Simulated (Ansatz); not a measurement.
Write the native input for Ansatz 0.2.0 that does the following.

* Task: single point
* Functional: PBE
* Potentials or basis: Ansatz PAW
* Cutoff: 420 eV (not typed: the program's choice for these potentials)
* k mesh: 9 × 9 × 9
* Occupations: fermi-dirac, width 0.05 eV
* Spin: no spin polarisation

Crystal: NaH.

```xyz
2
Lattice="0.0000 2.4400 2.4400 2.4400 0.0000 2.4400 2.4400 2.4400 0.0000" Properties=species:S:1:pos:R:3 pbc="T T T"
Na    0.0180   -0.0161   -0.0274
H     2.4480    2.4532    2.4375
```

The cell isn't the ideal one: atoms moved at random, drawn with an rms of 0.05 Å.

One way to write it, as run:

input.yaml

```yaml
crystal:
  lattice:
    - [0.0, 2.44, 2.44]
    - [2.44, 0.0, 2.44]
    - [2.44, 2.44, 0.0]
  atoms:
    - { symbol: Na, position: [-0.012597, 0.001366, 0.006006] }
    - { symbol: H, position: [0.500558, 0.498419, 0.504866] }
hamiltonian:
  xc: pbe
  pseudopotentials: { kind: paw }
kpoints:
  mp_grid: { grid: [9, 9, 9] }
scf:
  occupations: { method: fermi_dirac, width: 0.05 }
output:
  forces: true
  stress: true
  eigenvalues: true
  write_density: true
  write_potential: true
  elf: true
  volumetric_format: npy
```

Potentials or basis: Ansatz PAW.

The run is started by

```console
$ ansatz run input.yaml --threads 2 --pin off --max-ram 5120MiB --backend cpu --events-out ev --progress --plain --runs-dir out
```

It gave:

- Pressure: -0.6 GPa
- Largest force: 0.030 eV/Å
- Band gap on the k mesh: 4.01 eV, indirect (least direct gap 4.70 eV)

Caveat: odd divisions of the mesh miss points on the zone boundary, where band edges often lie, so the gap on the mesh can be too wide.

Run time: 5.2 s on 2 threads of Arm Neoverse V1, on a shared host, peak memory 0.4 GiB.
